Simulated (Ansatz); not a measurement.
Space group F-43m (No. 216). a = 4.380 Å, b = 4.380 Å, c = 4.380 Å, α = 90.00°, β = 90.00°, γ = 90.00°
| atom | site | symmetry | x | y | z |
| --- | --- | --- | --- | --- | --- |
| Si | 4a | -43m | 0.0000 | 0.0000 | 0.0000 |
| C | 4d | -43m | 0.2500 | 0.2500 | 0.7500 |

Equation of state of this SiC structure (not necessarily the ground state), with shape and atoms relaxed at each volume where symmetry leaves them free. Method: Ansatz, DFT PBE, scalar-relativistic, plane waves, PAW.

Cutoff 420 eV; k points 10×10×10 on the computed 2-atom cell (Γ-centred); Gaussian smearing, width 0.02 eV; no spin polarisation.

| V (Å³/atom) | E − E(largest V) (meV/atom) | P (GPa) | gap on mesh (eV) |
| --- | --- | --- | --- |
| 9.871 | 4.98 | 14.85 | 1.31 |
| 10.187 | -16.19 | 6.88 | 1.35 |
| 10.502 | -22.81 | 0.00 | 1.37 |
| 10.817 | -16.83 | -5.93 | 1.40 |
| 11.132 | 0.00 | -11.04 | 1.42 |

Problem. Fit a third-order Birch–Murnaghan equation to E(V).

Solution. V0 = 10.50 Å³/atom, B0 = 213 GPa, B0' = 3.9.